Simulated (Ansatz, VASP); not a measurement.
One calculation of Li2H, two programs

INCAR

```
SYSTEM = Li2H
PREC     = Accurate       ! precision mode
ENCUT    = 600            ! plane-wave cutoff, eV
EDIFF    = 1E-6           ! SCF threshold, eV
ISMEAR   = 0              ! smearing method
SIGMA    = 0.1            ! smearing width, eV
LREAL    = .FALSE.        ! projectors in reciprocal space
LASPH    = .TRUE.         ! aspherical terms in the spheres
NELM     = 60             ! most SCF steps
ALGO     = Normal         ! electronic algorithm
ISIF     = 3              ! what is computed and relaxed
LWAVE    = .FALSE.        ! write WAVECAR
LCHARG   = .FALSE.        ! write CHGCAR
GGA      = PE             ! functional
IBRION   = 2              ! ionic algorithm
NSW      = 90             ! ionic steps
EDIFFG   = -0.04          ! ionic threshold
```

Contents of KPOINTS:

```
Automatic mesh
0
G
  9 9 2
  0 0 0
```

POSCAR

```
Li2H
1.0
    2.7550904300      0.0000000000      0.0000000000
   -1.3775452100      2.3859783000      0.0000000000
    0.0000000000      0.0000000000      9.3431625400
Li H
4 2
Direct
    0.3333333300      0.6666666700      0.3907000100
    0.6666666700      0.3333333300      0.8907000100
    0.3333333300      0.6666666700      0.1092999900
    0.6666666700      0.3333333300      0.6092999900
    0.0000000000      0.0000000000      0.2500000000
    0.0000000000      0.0000000000      0.7500000000
```

Input for Ansatz:

```yaml
crystal:
  lattice:
    - [2.75509043, 0.0, 0.0]
    - [-1.37754521, 2.3859783, 0.0]
    - [0.0, 0.0, 9.34316254]
  atoms:
    - { symbol: Li, position: [0.33333333, 0.66666667, 0.39070001] }
    - { symbol: Li, position: [0.66666667, 0.33333333, 0.89070001] }
    - { symbol: Li, position: [0.33333333, 0.66666667, 0.10929999] }
    - { symbol: Li, position: [0.66666667, 0.33333333, 0.60929999] }
    - { symbol: H, position: [0.0, 0.0, 0.25] }
    - { symbol: H, position: [0.0, 0.0, 0.75] }
basis:
  ecutwfc: 420
kpoints:
  mp_grid: { grid: [9, 9, 2] }
hamiltonian:
  xc: pbe
scf:
  occupations: { method: gaussian, width: 0.1 }
  lower_state_search: "off"
output:
  forces: true
  stress: true
  eigenvalues: true
relax:
  adjacent_minimum: "off"
  f_tol: 0.04
  max_steps: 70
  cell: { stress_tol: 0.4 }
```

Change from the starting cell: species swapped into the LaBr2 type (P6_3/mmc, No. 194).

Alike in both runs: task relaxation of cell and atoms; functional PBE; k mesh 9 × 9 × 2; occupations gaussian, width 0.1 eV; no spin polarisation.

|  | VASP | Ansatz |
| --- | --- | --- |
| version | VASP 6.6.1 | Ansatz 0.2.0 |
| potentials or method | VASP PAW PBE potentials, release 64 (Li_sv, H) | scalar-relativistic, plane waves, PAW |
| plane-wave cutoff (eV) | 600 | 420 |
| valence electrons in the cell | 14 | 14 |

|  | VASP | Ansatz | Ansatz less VASP |
| --- | --- | --- | --- |
| gap on the k mesh at the Fermi level, each at its own relaxed structure (eV) | none | none | - |
| relaxed volume (Å³/atom) | 11.54 | 11.62 | +0.083 |
| relaxed cell length with the largest relative difference (Å) | 2.799 | 2.807 | +0.0083 |
| energy change over the relaxation (meV/atom) | -91 | -92 | -0.7 |

A gap of «none» marks a metal or a gap that the smearing closes.

Caveats: the cutoff is under 1.25 times the usual one of these potentials, so pressure, stress and relaxed cells hold a basis-set (Pulay) error (VASP).
